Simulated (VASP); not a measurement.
# Ir, self-consistent run: which settings are enough?

Ir, Fm-3m (no. 225), 1 atom in the cell. SCAN; PAW potentials Ir (PBE set). VASP 6.6.1.

Wanted: energy within 0.2 meV/atom; Fermi level within 0.005 eV.

What the run is for: comparing ways to start; Accuracy asked: tight.

POSCAR:
```
Ir
1.0
    0.0000000000      1.9156000000      1.9156000000
    1.9156000000      0.0000000000      1.9156000000
    1.9156000000      1.9156000000      0.0000000000
Ir
1
Direct
    0.0000000000      0.0000000000      0.0000000000
```

## How the run starts (with a second run first, the time holds both)

| How the run starts (with a second run first, the time holds both) | Energy less reference (meV/atom) | Fermi level (eV) | Time (s) |
|---|---|---|---|
| from scratch: 24 SCF iterations | 0.00 | 10.1960 | 76 |
| PBE orbitals (WAVECAR): 10 + 9 SCF iterations | 0.02 | 10.1959 | 46 |
| PBE density (CHGCAR): 10 + 25 SCF iterations | 0.00 | 10.1961 | 110 |
| loose PBE orbitals: 10 + 15 SCF iterations | 0.00 | 10.1963 | 82 |

## Question

For each series: keep the first row unless others stay within half of the tolerance and take at least 30 % less time, and then take the fastest.

## Answer

- How the run starts (with a second run first, the time holds both): PBE orbitals (WAVECAR): 10 + 9 SCF iterations

## All choices together

| Input | Energy less reference (meV/atom) | Fermi level (eV) | Time (s) |
|---|---|---|---|
| chosen settings | 0.02 | 10.1959 | 46 |
| reference settings throughout | 0.00 | 10.1960 | 76 |

The tolerance is met.

## The input

INCAR.step1:
```
ISMEAR   = 1              # smearing method
SIGMA    = 0.1            # smearing width, eV
LWAVE    = T              # write WAVECAR
LCHARG   = T              # write CHGCAR
ISIF     = 2              # what is computed and relaxed
PREC     = Accurate       # precision mode
LASPH    = T              # aspherical terms in the spheres
LREAL    = F              # projectors in reciprocal space
ALGO     = Normal         # electronic algorithm
EDIFF    = 1E-5           # SCF threshold, eV
NELM     = 120            # most SCF steps
GGA_COMPAT= F            
ENCUT    = 440            # plane-wave cutoff, eV
GGA      = PE             # functional
```

INCAR.step2, as INCAR.step1 but for:
```
- LWAVE = T
- LCHARG = T
- EDIFF = 1E-5
- GGA = PE
+ METAGGA = SCAN
+ LWAVE = F
+ LCHARG = F
+ EDIFF = 1E-6
+ LMIXTAU = T
+ ISTART = 1
```

KPOINTS:
```
k-points
0
Gamma
  15 15 15
```

Commands (each step's output is kept before the next begins):
```
cat potpaw_PBE.64/Ir/POTCAR > POTCAR
cp INCAR.step1 INCAR
mpirun -np 1 vasp_std > vasp.out
cp INCAR.step2 INCAR
mpirun -np 1 vasp_std > vasp.out
```

The chosen input took VASP 6.6.1 46 s on 1 core (Intel Xeon Platinum 8259CL @ 2.50GHz (Skylake/Cascade Lake)), a shared host.
